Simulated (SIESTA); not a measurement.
TiO2 (Anatase):

```
Ti O
1.0
    -1.89210    1.89210    4.75730
     1.89210   -1.89210    4.75730
     1.89210    1.89210   -4.75730
Ti O
2 4
Direct
  0.75000 0.25000 0.50000
  0.00000 0.00000 0.00000
  0.79190 0.79190 0.00000
  0.54190 0.04190 0.50000
  0.95810 0.45810 0.50000
  0.20810 0.20810 0.00000
```

Base run:

```yaml
Program: SIESTA 5.4.2
Functional: PBE
Potentials_or_basis: PseudoDojo 0.4 standard (PBE files)
Basis: TZDP (energy shift 0.003 Ry; two zetas on semicore shells)
Grid_cutoff: 800 Ry
Energy_shift: 0.003 Ry
k_mesh: 7 × 7 × 7
Occupations: fermi-dirac, width 0.05 eV
Spin: no spin polarisation
```

Its results: band gap on the k mesh 2.08 eV, indirect (least direct gap 2.43 eV); pressure 7.0 GPa; largest force 0.133 eV/Å.

Problem. The run is repeated on the same cell with these changes: potentials or basis from PseudoDojo 0.4 standard (PBE files) to SG15 1.2 (PBE files) or PseudoDojo by element; basis from TZDP (energy shift 0.003 Ry; two zetas on semicore shells) to DZP (energy shift 0.003 Ry; two zetas on semicore shells). What comes out?

Solution. Band gap on the k mesh 2.01 eV, indirect (least direct gap 2.34 eV); pressure 10.5 GPa; largest force 0.235 eV/Å.

Caveats: the basis of atomic orbitals isn't converged, which shifts pressures, moduli and gaps.
